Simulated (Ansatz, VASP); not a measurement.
Given: the input of a run of Ansatz 0.2.0 on Al2O3.

input.yaml

```yaml
crystal:
  lattice:
    - [4.613777, 0.0, 0.0]
    - [0.0, 9.563279, 0.0]
    - [0.0, 0.0, 3.119862]
  atoms:
    - { symbol: Al, position: [0.982975, 0.824573, 0.0] }
    - { symbol: Al, position: [0.017025, 0.175427, 0.0] }
    - { symbol: Al, position: [0.482975, 0.675427, 0.5] }
    - { symbol: Al, position: [0.517025, 0.324573, 0.5] }
    - { symbol: O, position: [0.5, 0.5, 0.5] }
    - { symbol: O, position: [0.123635, 0.75305, 0.5] }
    - { symbol: O, position: [0.376365, 0.25305, 0.0] }
    - { symbol: O, position: [0.623635, 0.74695, 0.0] }
    - { symbol: O, position: [0.0, 0.0, 0.0] }
    - { symbol: O, position: [0.876365, 0.24695, 0.5] }
hamiltonian:
  xc: revpbe
  pseudopotentials: { kind: paw }
kpoints:
  mp_grid: { grid: [5, 3, 7] }
  band_path:
    path:
      - [[0.0, 0.0, 0.0], [0.0, 0.0, 0.5], [0.5, 0.0, 0.5], [0.5, 0.0, 0.0], [0.0, 0.0, 0.0], [0.0, 0.5, 0.0], [0.0, 0.5, 0.5], [0.5, 0.5, 0.5], [0.5, 0.5, 0.0], [0.0, 0.5, 0.0]]
      - [[0.5, 0.0, 0.0], [0.5, 0.5, 0.0]]
      - [[0.0, 0.5, 0.5], [0.0, 0.0, 0.5]]
      - [[0.5, 0.0, 0.5], [0.5, 0.5, 0.5]]
    npoints: 10
scf:
  occupations: { method: fermi_dirac, width: 0.05 }
  n_extra_bands: 25
output:
  forces: true
  stress: true
  eigenvalues: true
  fatbands: true
```

Potentials or basis: Ansatz PAW.

Run with:

```console
$ ansatz run input.yaml --threads 4 --pin off --max-ram 11264MiB --backend cpu --events-out ev --progress --plain --runs-dir out
```

Translate it to VASP 6.6.1. Potentials there: VASP PAW PBE potentials, release 64 (Al, O).

As run (the cutoff follows the program's own potentials):

Contents of INCAR:

```
SYSTEM = Al2O3
PREC     = Accurate       ! precision mode
ENCUT    = 520            ! plane-wave cutoff, eV
EDIFF    = 1E-7           ! SCF threshold, eV
ISMEAR   = -1             ! smearing method
SIGMA    = 0.05           ! smearing width, eV
LREAL    = .False.        ! projectors in reciprocal space
LASPH    = .True.         ! aspherical terms in the spheres
NELM     = 100            ! most SCF steps
ALGO     = Normal         ! electronic algorithm
ISIF     = 2              ! what is computed and relaxed
LWAVE    = .False.        ! write WAVECAR
LCHARG   = .False.        ! write CHGCAR
GGA      = RE             ! functional
NBANDS   = 35             ! bands
```

KPOINTS

```
regular mesh
0
Gamma
  5 3 7
  0 0 0
```

Contents of POSCAR:

```
Al2O3
1.0
    4.6137770000      0.0000000000      0.0000000000
    0.0000000000      9.5632790000      0.0000000000
    0.0000000000      0.0000000000      3.1198620000
Al O
4 6
Direct
    0.9829750000      0.8245730000      0.0000000000
    0.0170250000      0.1754270000      0.0000000000
    0.4829750000      0.6754270000      0.5000000000
    0.5170250000      0.3245730000      0.5000000000
    0.5000000000      0.5000000000      0.5000000000
    0.1236350000      0.7530500000      0.5000000000
    0.3763650000      0.2530500000      0.0000000000
    0.6236350000      0.7469500000      0.0000000000
    0.0000000000      0.0000000000      0.0000000000
    0.8763650000      0.2469500000      0.5000000000
```

KPOINTS_OPT

```
path GXSYGZURTZ,YT,UX,SR
15
line-mode
reciprocal
 0.0000000000  0.0000000000  0.0000000000  G
 0.0000000000  0.0000000000  0.5000000000  X

 0.0000000000  0.0000000000  0.5000000000  X
 0.5000000000  0.0000000000  0.5000000000  S

 0.5000000000  0.0000000000  0.5000000000  S
 0.5000000000  0.0000000000  0.0000000000  Y

 0.5000000000  0.0000000000  0.0000000000  Y
 0.0000000000  0.0000000000  0.0000000000  G

 0.0000000000  0.0000000000  0.0000000000  G
 0.0000000000  0.5000000000  0.0000000000  Z

 0.0000000000  0.5000000000  0.0000000000  Z
 0.0000000000  0.5000000000  0.5000000000  U

 0.0000000000  0.5000000000  0.5000000000  U
 0.5000000000  0.5000000000  0.5000000000  R

 0.5000000000  0.5000000000  0.5000000000  R
 0.5000000000  0.5000000000  0.0000000000  T

 0.5000000000  0.5000000000  0.0000000000  T
 0.0000000000  0.5000000000  0.0000000000  Z

 0.5000000000  0.0000000000  0.0000000000  Y
 0.5000000000  0.5000000000  0.0000000000  T

 0.0000000000  0.5000000000  0.5000000000  U
 0.0000000000  0.0000000000  0.5000000000  X

 0.5000000000  0.0000000000  0.5000000000  S
 0.5000000000  0.5000000000  0.5000000000  R
```

Potentials or basis: VASP PAW PBE potentials, release 64 (Al, O).

Launch:

```console
$ cat potpaw_PBE.64/Al/POTCAR potpaw_PBE.64/O/POTCAR > POTCAR
$ mpirun -np 1 vasp_std > vasp.out
```

Both were run:

|  | VASP | Ansatz | Ansatz less VASP |
| --- | --- | --- | --- |
| gap on the k mesh at the Fermi level (eV) | 3.66 | 3.67 | +0.007 |
| least direct gap on the mesh (eV) | 3.66 | 3.67 | +0.007 |
| gap along the band path (eV) | 3.66 | 3.67 | +0.007 |
| pressure (GPa) | 2.0 | 2.3 | +0.35 |
| largest component of the traceless stress (GPa) | 2.91 | 2.79 | -0.119 |
| rms of the force components (eV/Å) | 0.080 | 0.079 | -0.0006 |

Atom by atom the forces differ by 0.008 eV/Å (rms over components).

Caveats: the PAW data sets were made with another functional, which shifts forces and pressure a little (VASP); the pressure holds a Pulay correction of +0.5 GPa for the finite cutoff (Ansatz); the PAW data sets come from PBE, with cores solved anew for the run's functional, which leaves a small shift of forces and pressure (Ansatz). A hybrid or GW would open this gap; revPBE tends to underestimate it.
